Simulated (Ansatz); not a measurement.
A free-standing 2H monolayer of WS₂, relaxed with r2SCAN in the plane-wave code Ansatz. The sheet's in-plane cell has a = 3.180 Å, b = 3.180 Å (γ = 120.0°), and its outermost atoms lie 3.12 Å apart along the normal. W is surrounded by 6 S at 2.41 Å; S is surrounded by 3 W at 2.41 Å.

The axes x, y and z are those of this cell:
```xyz
3
Lattice="3.1803 0.0000 0.0000 -1.5902 2.7542 0.0000 0.0000 0.0000 30.8326" Properties=species:S:1:pos:R:3 pbc="T T F"
W     0.0000    1.8362    9.0000
S     1.5902    0.9181   10.5596
S     1.5902    0.9181    7.4404
```
Two periodic directions, a and b.

Unstrained: The PBE gap is direct at K: 1.805 eV. r2SCAN gives an indirect gap of 1.903 eV, from Γ to K; the least direct gap is 1.927 eV at K. HSE06 gives a direct gap of 2.291 eV at K. Meshes: PBE 12×12×1, r2SCAN 12×12×1, HSE06 6×6×1. Strains are changes of length per length, and xy shears are angles. After each strain the atoms were relaxed again with r2SCAN within the symmetry that the strain leaves, so tilts or polar shifts that break it weren't tested; points keep the names that they have in the unstrained zone. Spin-unpolarised throughout; all numbers are computed.

Problem. Estimate what in-plane biaxial -2.0 % does to the gap.

Solution. PBE: the gap goes from 1.805 to 1.957 eV (+0.152 eV); it turns from direct (K) to indirect (K → Γ–K (0.50)). r2SCAN: the gap goes from 1.903 to 2.129 eV (+0.226 eV); the edges go from Γ → K to K → Γ–K (0.50). HSE06: the gap goes from 2.291 to 2.557 eV (+0.266 eV); it turns from direct (K) to indirect (K → Γ–K (0.50)). The r2SCAN energy rises by 14.9 meV an atom.

Problem. Estimate what in-plane biaxial -5.0 % does to the gap.

Solution. PBE: the gap goes from 1.805 to 1.757 eV (-0.048 eV); it turns from direct (K) to indirect (K → Γ–K (0.50)). r2SCAN: the gap goes from 1.903 to 1.935 eV (+0.032 eV); the edges go from Γ → K to K → Γ–K (0.50). HSE06: the gap goes from 2.291 to 2.365 eV (+0.074 eV); it turns from direct (K) to indirect (K → Γ–K (0.50)). The r2SCAN energy rises by 97.7 meV an atom.

Problem. Apply xy shear, engineering strain (angle) -1.0 %. How far does the gap move, against the unstrained cell?

Solution. PBE: the gap goes from 1.805 to 1.804 eV (-0.001 eV); the edges go from K to (1/3, 0.336, 0). r2SCAN: the gap goes from 1.903 to 1.902 eV (-0.001 eV); the edges go from Γ → K to Γ → (1/3, 0.336, 0). HSE06: the gap goes from 2.291 to 2.290 eV (-0.001 eV); the edges go from K to (1/3, 0.336, 0). The r2SCAN energy rises by 0.6 meV an atom.

Problem. Estimate what uniaxial -2.5 % along y, other directions held does to the gap.

Solution. PBE: the gap goes from 1.805 to 1.975 eV (+0.170 eV); least and direct gap lie within 0.04 eV, so its kind isn't settled. r2SCAN: the gap goes from 1.903 to 2.106 eV (+0.203 eV); the edges go from Γ → K to (0.339, 0.331, 0) → Γ–K (0.99). HSE06: the gap goes from 2.291 to 2.490 eV (+0.199 eV); least and direct gap lie within 0.04 eV, so its kind isn't settled. The r2SCAN energy rises by 9.6 meV an atom.

Spin-orbit coupling is left out, which matters wherever the heavy atoms make up the band edges.

Where an edge lies off the special points, it is a point of the mesh or the k point where a search put PBE's edge or least direct gap, reused for the other functionals, whose own edges may lie a little apart.

Coordinates of k points refer to the reciprocal vectors of the primitive cell of the runs.

The meshes of the hybrids are coarse, so their gaps aren't converged to the digits shown.
